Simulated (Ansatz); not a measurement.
## CoO under changes of volume

One of the cells (11.575 Å³/atom); the others are scaled copies at fixed shape and fractional positions:

```
Co O
1.0
     3.19765    0.00000    0.00000
    -1.59882    2.76924    0.00000
     0.00000    0.00000    5.22871
Co O
2 2
Direct
  0.33333 0.66667 0.50336
  0.00000 0.00000 0.00347
  0.33333 0.66667 0.87156
  0.00000 0.00000 0.37161
```

Measurements of this composition are mostly on another form, of space group No. 225.

```yaml
Program: Ansatz 0.2.0
Functional: PBE
Potentials_or_basis: all-electron LAPW, scalar-relativistic
Cutoff: 448 eV (chosen from the basis error)
Basis_error_allowed: 0.001 eV/atom
k_mesh: 10 × 10 × 5
Occupations: fermi-dirac, width 0.05 eV
Spin: collinear spin, ferromagnetic start
Starting_moments: "[2.0, 2.0, 0.0, 0.0] μB"
```

```tsv
volume (Å³/atom)	energy over the lowest point (meV/atom)	pressure (GPa)	largest force (eV/Å)
10.881	18.40	8.1	0.177
11.112	?	?	?
11.344	1.95	2.4	0.196
11.575	0.00	-0.2	0.187
11.807	1.82	-2.7	0.173
12.038	7.08	-4.9	0.158
12.270	15.46	-6.9	0.143
```

Task: What does the run at 11.112 Å³/atom give?

Result: Energy over the lowest point 8.02 meV/atom; pressure 5.2 GPa; largest force 0.196 eV/Å.

Worked out: A Birch-Murnaghan fit of order 3 (a polynomial in V^(-2/3)) to the other rows has its minimum at 11.58 Å³/atom with B0 = V·E''(V) = 129 GPa and B' = 3.3 at fixed shape and positions, which overstates the stiffness. It gives 7.96 meV/atom at 11.112 Å³/atom, against the run's 8.02, and -dE/dV = 5.7 GPa, against 5.2.

Energies are extrapolated to zero smearing.

Caveats: the starting moments weren't kept.
